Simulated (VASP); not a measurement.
Write the native input for VASP 6.6.1 that does the following.

```yaml
Task: relaxation of cell and atoms
Functional: LDA
Potentials_or_basis: VASP PAW LDA potentials, release 64 (Co, Si)
Cutoff: 600 eV
k_mesh: 8 × 8 × 8
Occupations: methfessel-paxton, width 0.1 eV
Spin: no spin polarisation
Further_INCAR_settings: ALGO = Normal; EDIFF = 1e-06; IBRION = 2; EDIFFG = -0.01; NSW = 90; ISIF = 3
```

The structure of CoSi lies in POSCAR:

```
CoSi
1.0
    4.4380000000      0.0000000000      0.0000000000
    0.0000000000      4.4380000000      0.0000000000
    0.0000000000      0.0000000000      4.4380000000
Co Si
4 4
Direct
    0.1400000000      0.1400000000      0.1400000000
    0.3600000000      0.8600000000      0.6400000000
    0.6400000000      0.3600000000      0.8600000000
    0.8600000000      0.6400000000      0.3600000000
    0.8430000000      0.8430000000      0.8430000000
    0.6570000000      0.1570000000      0.3430000000
    0.3430000000      0.6570000000      0.1570000000
    0.1570000000      0.3430000000      0.6570000000
```

These files were run (other wordings do the same):

INCAR

```
SYSTEM = CoSi
PREC = Accurate
ENCUT = 600
EDIFF = 1E-6
ISMEAR = 1
SIGMA = 0.1
LREAL = .False.
LASPH = .True.
NELM = 80
ALGO = Normal
ISIF = 3
LWAVE = .False.
LCHARG = .False.
GGA = CA
IBRION = 2
NSW = 90
EDIFFG = -0.01
KPAR = 4
```

KPOINTS

```
regular mesh
0
Gamma
  8 8 8
  0 0 0
```

Potentials or basis: VASP PAW LDA potentials, release 64 (Co, Si).

The run is started by

```console
$ cat potpaw_LDA.64/Co/POTCAR potpaw_LDA.64/Si/POTCAR > POTCAR
$ mpirun -np 4 vasp_std > vasp.out
```

It gave:

- Relaxed volume: 10.30 Å³/atom
- Relaxed cell: a = 4.352 Å, b = 4.352 Å, c = 4.352 Å, α = 90.00°, β = 90.00°, γ = 90.00°
- Space group after relaxing (to 0.05 Å): P2_13 (No. 198)
- Energy gained by relaxing: 27.8 meV/atom
- Ionic steps: 10
- Pressure after relaxing: 0.0 GPa
- Largest force after relaxing: 0.005 eV/Å
- Band gap on the k mesh: none (metal or under the smearing width)

It took 110 s on 4 MPI ranks on Intel(R) Xeon(R) 6975P-C (Granite Rapids) (shared host), peak memory 0.25 GiB a rank.
